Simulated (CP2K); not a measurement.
Runs of CP2K 2026.2 on MgS (Niningerite). The structure is cubic, space group Fm-3m (No. 225). Conventional cell: a = 5.203 Å, b = 5.203 Å, c = 5.203 Å, α = 90.00°, β = 90.00°, γ = 90.00°. Around S (site symmetry m-3m) lie 6 Mg at 2.60 Å. Mg (site symmetry m-3m) is surrounded by 6 S at 2.60 Å. 

```csv
task,level,potentials or basis,cell,k mesh,smearing,EPS_DEFAULT,k points reduced by the point group,NGRIDS,points a segment of the path (NPOINTS),bands added on the path,gap on the mesh (eV),pressure (GPa),relaxed volume (Å³/atom)
band structure,PBEsol+D3(BJ),"POTENTIAL_UZH S GTH-PBE-q6, Mg GTH-PBE-q10; TZVP-MOLOPT-PBE-GTH basis",as given,9 × 9 × 9,gaussian 0.1 eV,1.0E-10,yes,5,8,2,2.73,-1.7,-
band structure,r2SCAN,"POTENTIAL_UZH S GTH-SCAN-q6, Mg GTH-SCAN-q10; TZVP-MOLOPT-SCAN-GTH basis",as given,9 × 9 × 9,fermi-dirac 0.1 eV,1.0E-9,yes,5,10,4,3.61,1.0,-
relaxation of cell and atoms,PBE+D2,"POTENTIAL_UZH S GTH-PBE-q6, Mg GTH-PBE-q10; DZVP-MOLOPT-PBE-GTH basis",relaxed,7 × 7 × 7,fermi-dirac 0.05 eV,1.0E-9,-,4,-,-,2.83,0.0,(c)
relaxation of cell and atoms,PBE+D3(BJ),"POTENTIAL_UZH S GTH-PBE-q6, Mg GTH-PBE-q10; DZVP-MOLOPT-PBE-GTH basis",relaxed,7 × 7 × 7,fermi-dirac 0.05 eV,1.0E-9,-,4,-,-,2.90,0.0,17.56
band structure,LDA,"GTH_POTENTIALS S GTH-PADE-q6, Mg GTH-PADE-q10; TZVP-MOLOPT-PBE-GTH basis",as given,9 × 9 × 9,fermi-dirac 0.05 eV,1.0E-9,yes,5,6,2,(a),(b),-
```

Alike in all rows: no spin polarisation.

Q: Fill in the values left out.

A: (a) 2.61; (b) -1.6; (c) 17.90.

Caveats: the basis of atomic orbitals isn't converged, which shifts pressures, moduli and gaps; the mesh misses the band edges, which the band path finds closer together (some runs); an odd mesh through Γ misses points on the zone boundary, where band edges often lie (some runs); the potentials were made for another functional, which shifts forces and pressure (some runs); the real-space grid breaks the cell's symmetry a little (some runs).

Not every run made on this cell is shown here.
